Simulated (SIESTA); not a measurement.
MgTe:

```xyz
2
Lattice="0.0000 3.2320 3.2320 3.2320 0.0000 3.2320 3.2320 3.2320 0.0000" Properties=species:S:1:pos:R:3 pbc="T T T"
Te    1.6160    1.6160    1.6160
Mg    0.0000    0.0000    0.0000
```

The cell comes from a database or a generator and needn't be the stable form of this composition.

Base run:

```yaml
Program: SIESTA 5.4.2
Functional: LDA
Potentials_or_basis: PseudoDojo 0.4 standard (LDA files)
Basis: DZP (energy shift 0.003 Ry; two zetas on semicore shells)
Grid_cutoff: 800 Ry
Energy_shift: 0.003 Ry
k_mesh: 7 × 7 × 7
Occupations: fermi-dirac, width 0.05 eV
Spin: no spin polarisation
```

Its results: band gap on the k mesh 2.22 eV, direct; pressure -1.1 GPa.

Question: After a change of settings the same cell gave: band gap on the k mesh 2.41 eV, direct; pressure 1.2 GPa. Which change was it?
A. k mesh from 7 × 7 × 7 to 5 × 5 × 5
B. functional from LDA to PBE; potentials or basis from PseudoDojo 0.4 standard (LDA files) to PseudoDojo 0.4 standard (PBE files)
C. functional from LDA to PBEsol; potentials or basis from PseudoDojo 0.4 standard (LDA files) to PseudoDojo 0.4 standard (PBEsol files)

Answer: B.

Caveats: spin-orbit coupling is left out, which moves the levels of the heavy elements; the basis of atomic orbitals isn't converged, which shifts pressures, moduli and gaps.
